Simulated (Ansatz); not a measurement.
CsSnI3: single point with PBE

The system is CsSnI3.

```
Cs I Sn
1.0
     6.20570    0.00000    0.00000
     0.00000    6.20570    0.00000
     0.00000    0.00000    6.20570
Cs I Sn
1 3 1
Cartesian
  0.0000 0.0000 0.0000
  3.1029 3.1029 0.0000
  3.1029 0.0000 3.1029
  0.0000 3.1029 3.1029
  3.1029 3.1029 3.1029
```

| Item | Value |
| --- | --- |
| Program | Ansatz 0.2.0 |
| Task | single point |
| Functional | PBE |
| Potentials or basis | Ansatz PAW |
| Cutoff | 420 eV (not typed: the program's choice for these potentials) |
| k mesh | 5 × 5 × 5 |
| Occupations | fermi-dirac, width 0.05 eV |
| Spin | no spin polarisation |

The pressure is 0.5 GPa and the band gap on the k mesh is 1.75 eV, direct.

Levels at points of the mesh, in eV from the valence-band top:
```
           k point  band 33  band 34  band 35  band 36  band 37  band 38  band 39  band 40  band 41  band 42
(0.00, 0.00, 0.00)    -1.45    -1.45    -1.29    -1.29    -1.29     3.08     4.00     4.00     4.34     4.34
```

Run time: 1.5 s on 2 threads of AMD EPYC 9B45 (Zen 5), on a shared host, peak memory 0.62 GiB.

Caveat: odd divisions of the mesh miss points on the zone boundary, where band edges often lie, so the gap on the mesh can be too wide; spin-orbit coupling is left out, which moves the levels of the heavy elements; the cell was measured hot, at 500 K. A k mesh can miss the band edges.
